Shear a cubic crystal to the right, turn it by half a turn about a suitable cube axis, and it is the same crystal sheared to the left. Both must have the same energy, so the energy can hold only even powers of the shear strain, and the shear stress, which follows its slope, only odd ones. The first correction to a constant stiffness is therefore of the order of the strain squared. At a strain of 0.06 that square is 0.0036, so even a correction several times as large stays near one per cent. A sudden departure within so small a range would point to a change in the state of the material or to a fault in the calculation.

AlRu (CsCl type; unstrained cell Pm-3m, a = 2.992 Å, not relaxed) under xz engineering shear at fixed fractional coordinates. Ansatz 0.2.0, plane-wave PAW, scalar-relativistic r2SCAN, no spin polarisation, 500 eV cutoff, 20×20×20 k mesh, 0.15 eV Gaussian smearing. Energies are free energies relative to the unstrained cell; pressure is positive in compression.

| strain | energy change (meV/atom) | tensile stress along pattern (GPa) | pressure (GPa) |
| --- | --- | --- | --- |
| -0.06 | 19.6 | -7.84 | -1.25 |
| -0.03 | 4.9 | -3.96 | -1.79 |
| 0 | 0.0 | 0.00 | -1.97 |
| 0.0075 | 0.3 | 0.99 | -1.96 |
| 0.015 | 1.2 | 1.98 | -1.93 |
| 0.0225 | 2.8 | 2.97 | -1.87 |
| 0.0375 | 7.7 | 4.93 | -1.69 |
| 0.045 | 11.1 | 5.91 | -1.56 |
| 0.0525 | 15.1 | 6.88 | -1.42 |

### What happens

No row of this scan of AlRu breaks the pattern. The energy change follows the square of the strain: from strain -0.03 to -0.06 it grows from 4.9 to 19.6 meV/atom, a factor of four for a factor of two. The stress (headed tensile stress along pattern, and for this strain a shear stress) is nearly proportional to the strain. No strain appears with both signs, but the two negative rows lie on the same smooth curves as the positive ones.

One entry looks slightly off. Dividing -3.96 GPa by its strain of -0.03 gives the same stiffness as at strain 0.0225, although the smooth curve has it slightly lower by then. The calculation's finer digits are -3.955 GPa, which fits the curve, so the oddity lies in the last printed digit and has no physical cause.

### Why it is so smooth

The atoms show what the symmetry means. In the undisturbed crystal each atom has eight equal Al–Ru contacts of 2.59 Å. At strain -0.06 four of them have shortened to 2.54 Å and four have lengthened to 2.64 Å. In a simple bond picture the short contacts become stiffer and the long ones softer, and to first order the two changes cancel. Reversing the shear only swaps the two groups. The sheared cells are no longer cubic (Pm-3m) but orthorhombic (Cmmm).

A pendulum behaves in the same way. Its restoring force is the same to the left and to the right, so it falls below a straight line only by the fraction $\theta^2/6$, where $\theta$ is the angle in radians. The likeness covers the allowed powers and no more. The pendulum's factor of one sixth comes from geometry, whereas the crystal's factor also depends on its bonding and has to be calculated.

The same reasoning serves for other strains of this crystal. If stretching and squeezing are physically different, as they are along a cube edge, symmetry no longer removes the first-order correction. The energy curve is then lopsided, and a fit to it needs a cubic term.

### How large the bend is

Let $\gamma$ be the strain and $\tau$ the shear stress. The simplest law that symmetry allows beyond a straight line is

$$\tau = A\gamma + B\gamma^3 .$$

Fitted to the finer stress values of all nine rows, it gives $A = 132.2$ GPa and $B$ of about -445 GPa. The first number is the shear stiffness of this unrelaxed cell at small strain, usually called $C_{44}$. The second describes how the crystal softens over this range.

The bend at the end of the scan follows directly. The fraction lost from the straight line is $|B|\gamma^2/A$, or $(445/132.2)\times 0.0036 = 0.012$. The stress at strain -0.06 is thus 1.2 % smaller in size than the straight line would give, a shortfall of 0.09 GPa. This row was part of the fit, so the sum shows the size of the effect and is no independent prediction. The law describes every row to better than the last printed digit of the stress, as the analysis printed below shows.

How far a straight line serves depends on the precision wanted. Up to a strain of 0.0225 the bend is no larger than about the rounding of the table, so a straight line is good enough for the printed stresses. Beyond that the cubic term is needed to match the printed digits. A stiffness taken as stress divided by strain at the largest strain alone would come out about one per cent too low.

### What the pressure adds

The pressure column looks at first like the exception. It starts at -1.97 GPa, because the cell was not relaxed with this functional (r2SCAN) and is somewhat too large for it. At strain -0.06 it has risen to -1.25 GPa, although this form of shear shrinks the volume by only 0.09 %. With a bulk modulus of some 200 GPa, a rough recalled value, that shrinkage explains about 0.2 GPa of a rise of 0.7 GPa.

The rest comes from the shear itself. A crystal whose atoms are further apart is usually easier to shear. If this easing is strong enough, the energy stored in the shear falls when the crystal expands, and that adds an outward push. Here the push only weakens the tension, since the pressure stays negative in every row. This push has the same sign for both directions of shear, so at small strain it should follow the square of the strain. The pressure rows do so closely.

The size of the push tells how strongly the stiffness depends on volume. Let $v$ be the volume of the cell before shearing, and write the shear energy as $\tfrac12 C v\gamma^2$, which defines a stiffness $C$. The energy curve gives $C = 131.3$ GPa. It lies slightly below $A$ because the shear shrinks a cell that is under tension, and this lowers its energy a little.

Pressure is minus the derivative of energy with respect to volume at fixed shape, and the sheared cell has the volume $v(1-\gamma^2/4)$. With the pressure written as $p = p_0 + c\gamma^2$, collecting the terms in $\gamma^2$ gives

$$v\,\frac{dC}{dv} = -2c + \frac{p_0}{2} - C .$$

A fit to the pressures of all nine rows gives $c = 200.7$ GPa and $p_0 = -1.97$ GPa. The right-hand side is then $-401.4 - 1.0 - 131.3$, or about -534 GPa. Divided by $C$, this means that $C$ rises by about 4 % for each per cent of volume lost.

This matters more for the stiffness than the bend does. With the same rough bulk modulus, the residual tension means a cell about 1 % too large in volume. Relaxing it should then raise $C$ by roughly 5 GPa, or 4 %, while the bend takes only 1.2 % from the stress at the end of the scan. About 1 GPa of that rise is the residual tension's own share in $C$, which vanishes on relaxing, so the stress slope $A$ would rise by roughly 4 GPa. Anyone who wants the stiffness of the relaxed crystal should relax the cell first, and only then worry about the cubic term.

### Where a break would be expected

In a metal, a break can come from a band that crosses the Fermi level as the crystal deforms. Electrons then move into or out of that band, and the stiffness can change within a narrow range of strain. The smearing of 0.15 eV used here would round off such a step, so a weak one could be hidden. A magnetic transition could not appear at all, because the calculation allows no spin polarisation.

At much larger shear the stress is expected to stop rising, as the crystal yields or changes its structure. This scan ends well before that point. At strain 0.06 the fitted curve still climbs at 127 GPa per unit strain, nearly as steeply as at the start. The maximum stress, or ideal strength, cannot be read from these rows, and extending the cubic law to find it would be a guess.

What remains open is the link between volume and stiffness. It was derived from the pressures of a single cell and has not been tested at a second volume. A short scan of the relaxed cell would settle whether $C$ really rises by about 5 GPa.

The analysis program printed:

```
fit of shear on 9 rows: coefficient of strain 132.2 +/- 0.026, coefficient of g3 -444.6 +/- 10; rms 0.00098, worst 0.045 0.00137, leave-one-out rms 0.00182
fit of pressure on 9 rows: constant -1.971 +/- 0.0013, coefficient of g2 200.7 +/- 0.71; rms 0.00228, worst 0.045 -0.00501, leave-one-out rms 0.00285
fit of u on 9 rows: coefficient of g2 65.63 +/- 0.0057, coefficient of g4 -93.28 +/- 1.9; rms 7.4e-06, worst 0.0225 -1.22e-05, leave-one-out rms 1.76e-05
Misses against smooth laws:
     row  straight line too high by (GPa)  cubic law miss (GPa)  pressure law miss (GPa)  energy miss (meV/atom)
   -0.06                          0.09478              0.001242                 0.001122                 0.00251
   -0.03                          0.01167             0.0003296               -0.0008261               -0.001372
     0.0                                0                     0                -0.001475                       0
  0.0075                       -0.0006763            -0.0008639               -0.0001848              -2.194e-05
   0.015                        0.0001833             -0.001317                 0.003687              -0.0008008
  0.0225                         0.003926             -0.001138                0.0001398               -0.001526
  0.0375                          0.02415             0.0007035                0.0007891              -0.0007011
   0.045                          0.04188              0.001366                -0.005014               0.0003795
  0.0525                          0.06525              0.000922                 0.001763                0.001966
Stress at strain -0.06 below the straight line, percent: 1.195
Local slope of stress at strain 0.06 from the cubic law, GPa: 127.4
Stiffness from energy curvature, GPa: 131.3
The same predicted from stress slope and residual pressure, GPa: 131.2
Volume change at strain -0.06, percent: -0.09
Bulk modulus needed if volume alone raised the pressure, GPa: 802.9
Rise of energy-curvature stiffness per percent of volume lost, percent: 4.066
Rough excess volume of this cell over the relaxed one, percent: 0.9857
Rough shear stiffness of the relaxed cell, GPa: 136.5
Longer Al-Ru contact at strain -0.06, angstrom: 2.643
```
